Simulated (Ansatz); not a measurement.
**Computed properties of Yb**

```xyz
1
Lattice="3.3876 0.0000 0.0000 0.0000 3.3876 0.0000 0.0000 0.0000 3.3876" Properties=species:S:1:pos:R:3 pbc="T T T"
Yb    0.0000    0.0000    0.0000
```

The cell was built from the sc type and relaxed in the same program, and has space group Pm-3m; it needn't be a known or the stable phase.

Where the f shell is localised, expect the real compound to differ from this run without U.

No spin–orbit coupling, which matters for the heavy atoms here.

Theory: DFT, PBE, all-electron LAPW, scalar-relativistic (Ansatz 0.2.0).

The runs use a Γ-centred 10×10×10 k mesh, Fermi–Dirac smearing of 0.05 eV, basis error target 0.25 meV/atom, no spin polarisation.

* Band gap: none: bands cross the Fermi level, a metal
* Density of states at the Fermi level (0.2 eV bin): 1.15 states/eV per cell
* Volume per atom: 262.3 bohr³
* Pressure at this cell: 0.01 GPa
